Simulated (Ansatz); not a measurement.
Crystal: MnSb.

```
Sb Mn
1.0
     0.00000    2.79502    2.79502
     2.79502    0.00000    2.79502
     2.79502    2.79502    0.00000
Sb Mn
1 1
Direct
  0.50000 0.50000 0.50000
  0.00000 0.00000 0.00000
```

The cell comes from a database or a generator and needn't be the stable form of this composition.

Base run:

```yaml
Program: Ansatz 0.2.0
Functional: PBE
Potentials_or_basis: Ansatz PAW
Cutoff: "420 eV (not typed: the program's choice for these potentials)"
k_mesh: 7 × 7 × 7
Occupations: fermi-dirac, width 0.05 eV
Spin: collinear spin, ferromagnetic start
Starting_moments: "[0.0, 6.0] μB"
Fixed_moment: 6 μB
```

Its results: pressure 16.3 GPa; site moments Sb +0.50; Mn +4.57 μB.

Question: After a change of settings the same cell gave: pressure -12.0 GPa; site moments Sb -0.13; Mn +1.25 μB. Which change was it?
A. fixed moment from 6 μB to 1 μB; moments at the start from [0.0, 6.0] to [0.0, 1.0]
B. fixed moment from 6 μB to 8 μB; moments at the start from [0.0, 6.0] to [0.0, 8.0]
C. fixed moment from 6 μB to 2 μB; moments at the start from [0.0, 6.0] to [0.0, 2.0]
D. fixed moment from 6 μB to 4 μB; moments at the start from [0.0, 6.0] to [0.0, 4.0]

Answer: A.

Caveats: the total moment is fixed, so each spin has its own Fermi level; a cell with one magnetic atom can't hold antiferromagnetic order, which such compounds often take; the thresholds are loose for stress.
